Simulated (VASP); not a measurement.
# Bi in VASP: a series of runs

The runs below take Bi through relaxation of the atoms, single point, with PBE, PBE+D3(BJ), PBE+MBD-FI.

All numbers are computed with VASP 6.6.1; they aren't measurements. Logs are shortened: lines on timing, memory, paths and dates and some standing lists are left out, and cuts for length are marked.

### 1 The structure

The cell holds a sheet with vacuum, 1 atom: a = 3.301 Å, b = 3.301 Å, c = 23.800 Å, α = 90.00°, β = 90.00°, γ = 120.00°.

The cell was built by a generator and needn't be a form met in nature.

### 2 Relaxation of the atoms, PBE

Contents of INCAR:

```
  PREC = Accurate
  ENCUT = 520
  EDIFF = 1E-6
  ISMEAR = 0
  SIGMA = 0.05
  LREAL = F
  LASPH = T
  NELM = 60
  ALGO = Fast
  ISIF = 2
  LWAVE = F
  LCHARG = F
  LDIPOL = T
  IDIPOL = 3
  DIPOL = 0.5 0.5 0.294
  GGA = PE
  IBRION = 2
  NSW = 60
  EDIFFG = -0.02
```

Contents of KPOINTS:

```
regular mesh
0
Gamma
  9 9 1
```

Contents of POSCAR:

```
Bi
1.0
    3.3013800000      0.0000000000      0.0000000000
   -1.6506900000      2.8590800000      0.0000000000
    0.0000000000      0.0000000000     23.8000000000
Bi
1
Selective dynamics
Direct
    0.0000000000      0.0000000000      0.2941200000  F F F
```

Potentials or basis: VASP PAW PBE potentials, release 64 (Bi_d).

On the command line:

```console
cat potpaw_PBE.64/Bi_d/POTCAR > POTCAR
mpirun -np 1 vasp_std > vasp.out
```

OUTCAR:

```text
PREC = Accurate
   ENCUT = 520
   EDIFF = 1E-6
   ISMEAR = 0
   LREAL = F
   LASPH = T
   NELM = 60
   ISIF = 2
   GGA = PE
   IBRION = 2
   NSW = 60
   EDIFFG = -0.02

 ion  position               nearest neighbor table
   1  0.000  0.000  0.294-

  LATTYP: Found a hexagonal cell.
 ALAT       =     3.3013800000
 C/A-ratio  =     7.2091064949

  Lattice vectors:

 A1 = (   3.3013800000,   0.0000000000,   0.0000000000)
 A2 = (  -1.6506900000,   2.8590800000,   0.0000000000)
 A3 = (   0.0000000000,   0.0000000000,  23.8000000000)

Analysis of symmetry for initial positions (statically):
=====================================================================
 Subroutine PRICEL returns:
 Original cell was already a primitive cell.

 Routine SETGRP: Setting up the symmetry group for a
 hexagonal supercell.

 Subroutine GETGRP returns: Found 24 space group operations
 (whereof 12 operations were pure point group operations)
 out of a pool of 24 trial point group operations.

The static configuration has the point symmetry C_6v.
 The point group associated with its full space group is D_6h.

Analysis of symmetry for dynamics (positions and initial velocities):
=====================================================================
 Subroutine PRICEL returns:
 Original cell was already a primitive cell.

 Routine SETGRP: Setting up the symmetry group for a
 hexagonal supercell.

 Subroutine GETGRP returns: Found 24 space group operations
 (whereof 12 operations were pure point group operations)
 out of a pool of 24 trial point group operations.

The dynamic configuration has the point symmetry C_6v.
 The point group associated with its full space group is D_6h.

Analysis of constrained symmetry for selective dynamics:
=====================================================================
 Subroutine PRICEL returns:
 Original cell was already a primitive cell.

 Routine SETGRP: Setting up the symmetry group for a
 hexagonal supercell.

 Subroutine GETGRP returns: Found 24 space group operations
 (whereof 12 operations were pure point group operations)
 out of a pool of 24 trial point group operations.

The constrained configuration has the point symmetry C_6v.
 The point group associated with its full space group is D_6h.

 Subroutine INISYM returns: Found 24 space group operations
 (whereof 12 operations are pure point group operations),
 and found     1 'primitive' translations

----------------------------------------------------------------------------------------

                                     Primitive cell

  volume of cell :     224.6460

  direct lattice vectors                    reciprocal lattice vectors
     3.301380000  0.000000000  0.000000000     0.302903634  0.174881430  0.000000000
    -1.650690000  2.859080000  0.000000000     0.000000000  0.349762861  0.000000000
     0.000000000  0.000000000 23.800000000     0.000000000  0.000000000  0.042016807

  length of vectors
     3.301380000  3.301380911 23.800000000     0.349762957  0.349762861  0.042016807

  position of ions in fractional coordinates (direct lattice)
     0.000000000  0.000000000  0.294120000

  ion indices of the primitive-cell ions
   primitive index   ion index
                 1           1

----------------------------------------------------------------------------------------

 KPOINTS: regular mesh

Automatic generation of k-mesh.
 Grid dimensions read from file:
 generate k-points for:    9    9    1

 Generating k-lattice:

  Cartesian coordinates                     Fractional coordinates (reciprocal lattice)
     0.033655959  0.019431270  0.000000000     0.111111111  0.000000000  0.000000000
     0.000000000  0.038862540  0.000000000     0.000000000  0.111111111  0.000000000
     0.000000000  0.000000000  0.042016807     0.000000000  0.000000000  1.000000000

  Length of vectors
     0.038862551  0.038862540  0.042016807

  Shift w.r.t. Gamma in fractional coordinates (k-lattice)
     0.000000000  0.000000000  0.000000000

 Subroutine IBZKPT returns following result:
 ===========================================

 Found     12 irreducible k-points:

 Following reciprocal coordinates:
            Coordinates               Weight
  0.000000  0.000000  0.000000      1.000000
  0.111111 -0.000000  0.000000      6.000000
  0.222222  0.000000  0.000000      6.000000
  0.333333 -0.000000  0.000000      6.000000
  0.444444  0.000000  0.000000      6.000000
  0.111111  0.111111  0.000000      6.000000
  0.222222  0.111111  0.000000     12.000000
  0.333333  0.111111  0.000000     12.000000
  0.444444  0.111111  0.000000      6.000000
  0.222222  0.222222  0.000000      6.000000
  0.333333  0.222222  0.000000     12.000000
  0.333333  0.333333  0.000000      2.000000
   k-points           NKPTS =     12   k-points in BZ     NKDIM =     12   number of bands    NBANDS=     11
   number of dos      NEDOS =    301   number of ions     NIONS =      1
   total plane-waves  NPLWV = 141120
   dimension x,y,z NGX =    28 NGY =   28 NGZ =  180
   dimension x,y,z NGXF=    56 NGYF=   56 NGZF=  360
   ions per type =               1
   NGX,Y,Z   is equivalent  to a cutoff of  14.10, 14.10, 12.57 a.u.
   NGXF,Y,Z  is equivalent  to a cutoff of  28.20, 28.20, 25.15 a.u.
 SYSTEM =  unknown system
   PREC   = accura    normal or accurate (medium, high low for compatibility)
   ISTART =      0    job   : 0-new  1-cont  2-samecut
   ICHARG =      2    charge: 1-file 2-atom 10-const
   ISPIN  =      1    spin polarized calculation?
   LNONCOLLINEAR =      F non collinear calculations
   LSORBIT =      F    spin-orbit coupling
   LASPH  =      T    aspherical Exc in radial PAW
   ENCUT  =  520.0 eV  38.22 Ry    6.18 a.u.   6.14  6.14 44.25*2*pi/ulx,y,z
   NELM   =     60;   NELMIN=  2; NELMDL= -5     # of ELM steps
   EDIFF  = 0.1E-05   stopping-criterion for ELM
   LREAL  =      F    real-space projection
   EDIFFG = -.2E-01   stopping-criterion for IOM
   NSW    =     60    number of steps for IOM
   IBRION =      2    ionic relax: 0-MD 1-quasi-New 2-CG
   NFREE  =      1    steps in history (QN), initial steepest desc. (CG)
   ISIF   =      2    stress and relaxation
   ISYM   =      2    0-nonsym 1-usesym 2-fastsym
   POTIM  = 0.5000    time-step for ionic-motion
   TEBEG  =    0.0;   TEEND  =   0.0 temperature during run
   PSTRESS=    0.0 pullay stress
   NELECT =      15.0000    total number of electrons
   NUPDOWN=      -1.0000    fix difference up-down
   EMIN   =  10.00;   EMAX   =-10.00  energy-range for DOS
   EFERMI =   0.00;   METHOD = LEGACY
   ISMEAR =     0;   SIGMA  =   0.05  broadening in eV -4-tet -1-fermi 0-gaus
   EFERMI_NEDOS =   21; number of points for ismear=-14 and -15
   IALGO  =     68    algorithm
   IMIX   =      4    mixing-type and parameters
     AMIX     =   0.40;   BMIX     =  1.00
     AMIX_MAG =   1.60;   BMIX_MAG =  1.00
  volume/ion in A,a.u.               =     224.65      1515.99
  Fermi-wavevector in a.u.,A,eV,Ry     =   0.664159  1.255079  6.001635  0.441108
  Thomas-Fermi vector in A             =   1.737761
   LORBIT       =      0    0 simple, 1 ext, 2 COOP (PROOUT), +10 PAW based schemes
   GGA     = PE    functional components
   LHFCALC =     F    Hartree Fock is set to
   AEXX    =    0.0000 exact exchange contribution
   IVDW    =     0    specifies the selected vdW correction
   LEPSILON=     F    determine dielectric tensor
   LRPA    =     F    only Hartree local field effects (RPA)
 conjugate gradient relaxation of ions
 non-spin polarized calculation
 RMM-DIIS sequential band-by-band and
 Gauss-broadening in eV      SIGMA  =   0.05
  energy-cutoff  :      520.00
  volume of cell :      224.65
 maximum number of plane-waves:      6096
 NGX is ok and might be reduce to    28
   NGX = 13   NGY = 13   NGZ = 89

 dipolmoment           0.000000      0.000000     -0.000000 electrons x Angstroem

 number of electron      15.0000004 magnetization

 dipolmoment           0.000000      0.000000      0.000003 electrons x Angstroem

 Free energy of the ion-electron system (eV)
  ---------------------------------------------------
  ext. energy  EPLUGINS =         0.00000000
  ---------------------------------------------------
  free energy    TOTEN  =        -3.31519139 eV

  energy without entropy =       -3.31214351  energy(sigma->0) =       -3.31366745

 E-fermi :  -2.6841     XC(G=0):  -2.0143

 val. band max:       -2.7855112699   @ k =   0.2222   0.2222   0.0000
 cond. band min:      -2.6555112476   @ k =   0.3333   0.1111   0.0000
 fundamental gap:      0.1300000223
 Fermi energy:        -2.6841005191

 k-point     1 :       0.0000    0.0000    0.0000
  band No.  band energies     occupation
      1     -25.5560      2.00000
      2     -25.5101      2.00000
      3     -25.5101      2.00000
      4     -25.3730      2.00000
      5     -25.3730      2.00000
      6     -15.3095      2.00000
      7      -5.3335      2.00000
      8       0.3309      0.00000
      9       1.4200      0.00000
     10       1.7485      0.00000
     11       2.4352      0.00000

 k-point     2 :       0.1111   -0.0000    0.0000
  band No.  band energies     occupation
      1     -25.5438      2.00000
      2     -25.5087      2.00000
      3     -25.4822      2.00000
      4     -25.3867      2.00000
      5     -25.3763      2.00000
      6     -15.0897      2.00000
      7      -5.0952      2.00000
      8       0.5280      0.00000
      9       1.6464      0.00000
     10       1.6736      0.00000
     11       1.9808      0.00000
[... 127 lines left out ...]
 k-point    12 :       0.3333    0.3333    0.0000
  band No.  band energies     occupation
      1     -25.4534      2.00000
      2     -25.4533      2.00000
      3     -25.3965      2.00000
      4     -25.3965      2.00000
      5     -25.3912      2.00000
      6     -11.7148      2.00000
      7      -5.1437      2.00000
      8      -5.1436      2.00000
      9      -1.4395      0.00000
     10       3.5224      0.00000
     11       3.5224      0.00000

------------------------ aborting loop because EDIFF is reached ----------------------------------------

 vacuum level on the upper side and lower side of the slab       (xc-potential included)        -0.007        -0.007

  FORCE on cell =-STRESS in cart. coord.  units (eV):
  Direction    XX          YY          ZZ          XY          YZ          ZX
  --------------------------------------------------------------------------------------
  -------------------------------------------------------------------------------------
  Total        0.1349879      0.1349880     -0.0156471      0.0000000      0.0000000     -0.0000000
  in kB        0.9627346      0.9627353     -0.1115953      0.0000000      0.0000000     -0.0000000
  external PRESSURE =       0.6046249 kB  Pullay stress =       0.0000000 kB

 VOLUME and BASIS-vectors are now :
 -----------------------------------------------------------------------------
  energy-cutoff  :      520.00
  volume of cell :      224.65
      direct lattice vectors                 reciprocal lattice vectors
     3.301380000  0.000000000  0.000000000     0.302903634  0.174881430  0.000000000
    -1.650690000  2.859080000  0.000000000     0.000000000  0.349762861  0.000000000
     0.000000000  0.000000000 23.800000000     0.000000000  0.000000000  0.042016807

 POSITION                                       TOTAL-FORCE (eV/Angst)
 -----------------------------------------------------------------------------------
      0.00000      0.00000      7.00006         0.000000      0.000000     -0.000000
 -----------------------------------------------------------------------------------
    total drift:                               -0.000000     -0.000000      0.000074

  FREE ENERGIE OF THE ION-ELECTRON SYSTEM (eV)
  ---------------------------------------------------
  free  energy   TOTEN  =        -3.3151913947 eV

  energy  without entropy=       -3.3121435089  energy(sigma->0) =       -3.31366745

 reached required accuracy - stopping structural energy minimisation

 vacuum level on the upper side and lower side of the slab         1.681         1.681
```

Run time: 36 s. Hardware: 1 thread of Intel Xeon 6975P-C (Granite Rapids), shared host; peak memory 0.35 GiB.

What came out:

```yaml
Free_energy: -3.3152 eV
Band_gap_on_the_k_mesh: none (metal or under the smearing width)
```

Final structure:
```
Bi
1.0
     3.30138    0.00000    0.00000
    -1.65069    2.85908    0.00000
     0.00000    0.00000   23.80000
Bi
1
Direct
  0.00000 0.00000 0.29412
```

Caveat: the relaxation stopped at its first step, so nothing moved; spin-orbit coupling is left out, which moves the levels of the heavy elements.

### 3 Relaxation of the atoms, PBE+D3(BJ)

Contents of INCAR:

```
ALGO = Normal
DIPOL = 0.5 0.5 0.294
EDIFF = 1E-6
EDIFFG = -0.01
ENCUT = 520
GGA = PE
IBRION = 2
IDIPOL = 3
ISIF = 2
ISMEAR = 0
IVDW = 12
LASPH = T
LCHARG = F
LDIPOL = T
LREAL = F
LWAVE = F
NELM = 100
NSW = 60
PREC = Accurate
SIGMA = 0.05
```

Contents of KPOINTS:

```
k-points
0
Gamma
  9 9 1
```

POSCAR is that of step 2.

Potentials or basis: VASP PAW PBE potentials, release 64 (Bi_d).

On the command line:

```console
cat potpaw_PBE.64/Bi_d/POTCAR > POTCAR
mpirun -np 1 vasp_std > vasp.out
```

Wall time 28 s (1 thread of Intel Xeon 6975P-C (Granite Rapids), shared host); peak memory 0.36 GiB.

It converged, with:

| Property | Result |
| --- | --- |
| Free energy | -3.5053 eV |
| Band gap on the k mesh | none (metal or under the smearing width) |
| Dispersion energy per atom | -0.190 eV |

Final structure:
```
CELL_PARAMETERS angstrom
3.30138 0.00000 0.00000
-1.65069 2.85908 0.00000
0.00000 0.00000 23.80000
ATOMIC_POSITIONS crystal
Bi 0.00000 0.00000 0.29412
```

Levels at points of the mesh, in eV from the Fermi level:
| k point | band 4 | band 5 | band 6 | band 7 | band 8 | band 9 | band 10 | band 11 |
| --- | --- | --- | --- | --- | --- | --- | --- | --- |
| (0.00, 0.00, 0.00) | -22.69 | -22.69 | -12.63 | -2.65 | 3.01 | 4.10 | 4.44 | 5.13 |

Caveat: the relaxation stopped at its first step, so nothing moved; spin-orbit coupling is left out, which moves the levels of the heavy elements.

### 4 Single point, PBE+MBD-FI, spin-orbit coupling, no magnetisation

Contents of INCAR:

```
SYSTEM = Bi
PREC = Medium
ENCUT = 550
EDIFF = 1E-6
ISMEAR = 0
SIGMA = 0.05
LREAL = .FALSE.
LASPH = .TRUE.
NELM = 80
ALGO = Normal
ISIF = 2
LWAVE = .FALSE.
LCHARG = .FALSE.
MAGMOM = 0 0 0
LORBIT = 11
LSORBIT = .TRUE.
GGA_COMPAT = .FALSE.
LDIPOL = .TRUE.
IDIPOL = 3
DIPOL = 0.5 0.5 0.294
GGA = PE
IVDW = 263
NBANDS = 28
ISYM = -1
```

Contents of KPOINTS:

```
regular mesh
0
G
  7 7 1
  0 0 0
```

Edit POSCAR of step 3 so:

```diff
@@ -7,4 +7,3 @@
 1
-Selective dynamics
 Direct
-    0.0000000000      0.0000000000      0.2941200000  F F F
+    0.0000000000      0.0000000000      0.2941200000
```

Potentials or basis: VASP PAW PBE potentials, release 64 (Bi_d_GW).

On the command line:

```console
cat potpaw_PBE.64/Bi_d_GW/POTCAR > POTCAR
mpirun -np 1 vasp_ncl > vasp.out
```

It took 6.4 min on 1 thread of Intel Xeon 6975P-C (Granite Rapids), shared host; peak memory 0.66 GiB.

The run converged, but some of its settings lie outside the range that counts as converged (typed here: ISYM = -1; PREC = Medium), so its numbers aren't taken as properties of the sheet.

Results:

| Item | Value |
| --- | --- |
| Free energy | -4.5764 eV |
| Valence electrons inside the program's atomic spheres | Bi 14.78 |
| Dispersion energy per atom | -0.120 eV |

### 5 For comparison

An earlier run on the cell as given: functional PBE; potentials or basis VASP PAW PBE potentials, release 64 (Bi_d); cutoff 520 eV; k mesh 9 × 9 × 1; occupations fermi-dirac, width 0.05 eV; no spin polarisation.

- Band gap on the k mesh: none (metal or under the smearing width)

### 6 The runs side by side

```csv
task,level,cell,smearing,atoms held fixed (from 0),gap on the mesh (eV)
relaxation of the atoms,PBE,atoms relaxed,gaussian 0.05 eV,[0],none
relaxation of the atoms,PBE+D3(BJ),atoms relaxed,gaussian 0.05 eV,[0],none
single point,PBE,as given,fermi-dirac 0.05 eV,-,none
```

Alike in all rows: potentials or basis VASP PAW PBE potentials, release 64 (Bi_d); no spin polarisation; k mesh 9 × 9 × 1; cutoff (eV) 520.

Caveats: spin-orbit coupling is left out, which moves the levels of the heavy elements; the relaxation stopped at its first step, so nothing moved (some runs).

Absolute energies hang on the potentials; compare differences alone.
